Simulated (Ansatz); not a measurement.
A distorted cell of Li2O (anti-fluorite):

```xyz
3
Lattice="0.0000 2.2864 2.2864 2.2864 0.0000 2.2864 2.2864 2.2864 0.0000" Properties=species:S:1:pos:R:3 pbc="T T T"
O      0.0000     0.0000     0.0000
Li     1.1432     1.1432     1.2365
Li     3.4296     3.4296     3.3362
```

These are r2SCAN (plane waves to 500 eV, PAW, scalar-relativistic; Ansatz, a program for electronic structure) values and carry that method's errors. k mesh 12×12×12 (Γ-centred), Fermi-Dirac smearing 0.05 eV. Compression counts positive. Li2O was relaxed with its symmetry unable to fall.

Question: What forces act on the atoms (eV/Å, Cartesian)?

Answer: 
```json
[
 {"atom": "O1", "Fx": "0.000", "Fy": "0.000", "Fz": "0.000"},
 {"atom": "Li2", "Fx": "0.000", "Fy": "0.000", "Fz": "-0.730"},
 {"atom": "Li3", "Fx": "0.000", "Fy": "0.000", "Fz": "0.730"}
]
```

Question: What is the stress tensor (GPa)?

Answer: 
```
   0.14    -0.47     0.00
  -0.47     0.14     0.00
   0.00     0.00     1.76
```
The pressure, a third of the trace, is 0.68 GPa.

(A displaced cell: forces are minus the slopes of the energy, force constants its curvatures, and phonons follow from these.)
